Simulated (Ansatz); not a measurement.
TePt:

```
Pt Te
1.0
     3.95488    0.00000    0.00000
    -1.97744    3.42502    0.00000
     0.00000    0.00000    3.85976
Pt Te
1 1
Direct
  0.00000 0.00000 0.00000
  0.66667 0.33333 0.50000
```

Measurements of this composition are mostly on another form, of space group No. 166.

| Property | Result |
| --- | --- |
| Program | Ansatz 0.2.0 |
| Task | relaxation of cell and atoms |
| Functional | HSE06 |
| Potentials or basis | Ansatz PAW |
| Cutoff | 420 eV (not typed: the program's choice for these potentials) |
| k mesh | 4 × 4 × 4 |
| Occupations | fermi-dirac, width 0.05 eV |
| Spin | no spin polarisation |

At the start: volume 26.14 Å³/atom.

Problem. Where does the relaxation end?

Solution. It ends after 6 steps and the volume is 21.86 Å³/atom (-16.4 %); space group P-6m2 (No. 187, to 0.05 Å).

The path:
```csv
step,energy change (eV),largest force (eV/Å),volume (Å³)
1,0.0000,0.0000,52.28
2,-0.4375,0.0000,46.79
3,-0.5520,0.0000,43.12
4,-0.5573,0.0000,43.83
5,-0.5579,0.0000,43.72
6,-0.5554,0.0000,43.72
```

Final structure:
```xyz
2
Lattice="3.8314 0.0000 0.0000 -1.9157 3.3181 0.0000 0.0000 0.0000 3.4390" Properties=species:S:1:pos:R:3 pbc="T T T"
Pt    0.0000    0.0000    0.0000
Te    1.9157    1.1060    1.7195
```

Caveat: the k mesh is coarse (spacing up to 0.46 Å⁻¹), so the values aren't converged, least of all with exact exchange; the volume moved by over 15 % at a fixed basis, so the end points are rough; the plane-wave basis is chosen anew once the cell has moved, so the energies of steps on either side of that aren't comparable; the PAW data sets come from PBE, with cores solved anew for the run's functional, which leaves a small shift of forces and pressure.
